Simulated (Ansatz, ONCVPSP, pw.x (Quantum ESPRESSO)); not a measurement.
## Equation-of-state test of one ONCV potential (oxygen)

* Element: O
* Generator: ONCVPSP 4.0.1
* Type: optimised norm-conserving Vanderbilt (ONCV)
* Functional: PBE
* Relativity: scalar-relativistic
* Frozen core: [He]
* Valence charge: 6
* Reference configuration: 2s1.75 2p4.25
* Partial waves: 2s: rc 0.75 bohr, ncon 4, nbas 8, qcut 10.1 1/bohr, 1 projector; 2p: rc 1.40 bohr, ncon 3, nbas 6, qcut 8.3 1/bohr, 2 projectors, debl 2.9 Ha; d scattering state at 0.42 Ha: rc 1.30 bohr, ncon 4, nbas 8, qcut 6.3 1/bohr, 2 projectors, debl 1.3 Ha
* Local potential: polynomial inside 0.50 bohr (lpopt 5, dvloc0 0 Ha)
* Core correction: none

Crystal test: fcc O in pw.x 7.5, no spin, 18³ k-points, Fermi–Dirac smearing 0.01 Ry, cutoffs 130/520 Ry. The lattice is a test structure that the element need not adopt, and mesh and smearing are coarse. Spin polarisation is left out.

pw.x input:

```
&control
  calculation='scf', prefix='x', pseudo_dir='./', outdir='./tmp', tstress=.true., disk_io='none'
/
&system
  ibrav=0, nat=1, ntyp=1, ecutwfc=130, ecutrho=520, nbnd=10,
  occupations='smearing', smearing='fd', degauss=0.01
/
&electrons
  conv_thr=1e-09, mixing_beta=0.4, electron_maxstep=70
/
ATOMIC_SPECIES
O 1.0 O.UPF
CELL_PARAMETERS angstrom
  0.00000000 1.59010824 1.59010824
  1.59010824 0.00000000 1.59010824
  1.59010824 1.59010824 0.00000000
ATOMIC_POSITIONS crystal
O 0.0000 0.0000 0.0000
K_POINTS automatic
18 18 18 0 0 0
```

```bash
pw.x < O.scf.in > O.scf.out
```

Problem. How does the run end?

Solution. It converges; the pressure is -0.21 GPa against 0.14 GPa from all-electron LAPW.  The log shows:

```
     using ibrav=0 with symmetry is DISCOURAGED, use correct ibrav instead
     lattice parameter (alat)  =       4.2495  a.u.
     unit-cell volume          =      54.2634 (a.u.)^3
     number of electrons       =         6.00
     number of Kohn-Sham states=           10
     kinetic-energy cutoff     =     130.0000  Ry
     charge density cutoff     =     520.0000  Ry
     scf convergence threshold =      1.0E-09
     Exchange-correlation= PBE
     number of k points=   195  Fermi-Dirac smearing, width (Ry)=  0.0100
     iteration #  1     ecut=   130.00 Ry     beta= 0.40
     total energy              =     -31.44334542 Ry
     estimated scf accuracy    <       0.00014268 Ry
     iteration #  2     ecut=   130.00 Ry     beta= 0.40
     total energy              =     -31.44336594 Ry
     estimated scf accuracy    <       0.00003613 Ry
     iteration #  3     ecut=   130.00 Ry     beta= 0.40
     total energy              =     -31.44337112 Ry
     estimated scf accuracy    <       0.00000333 Ry
     iteration #  4     ecut=   130.00 Ry     beta= 0.40
     total energy              =     -31.44337144 Ry
     estimated scf accuracy    <          6.1E-09 Ry
     iteration #  5     ecut=   130.00 Ry     beta= 0.40
     total energy              =     -31.44337147 Ry
     estimated scf accuracy    <          1.4E-09 Ry
     iteration #  6     ecut=   130.00 Ry     beta= 0.40
     the Fermi energy is     4.8662 ev
!    total energy              =     -31.44337147 Ry
     estimated scf accuracy    <          4.0E-11 Ry
     smearing contrib. (-TS)   =      -0.00556320 Ry
     The total energy is F=E-TS. E is the sum of the following terms:
     one-electron contribution =      -2.17290827 Ry
     hartree contribution      =       4.79552872 Ry
     xc contribution           =      -6.59583207 Ry
     ewald contribution        =     -27.46459665 Ry
     convergence has been achieved in   6 iterations
          total   stress  (Ry/bohr**3)                   (kbar)     P=       -2.06
     Message from routine punch:
     Nothing written, as per user request (disk_io='none')
```
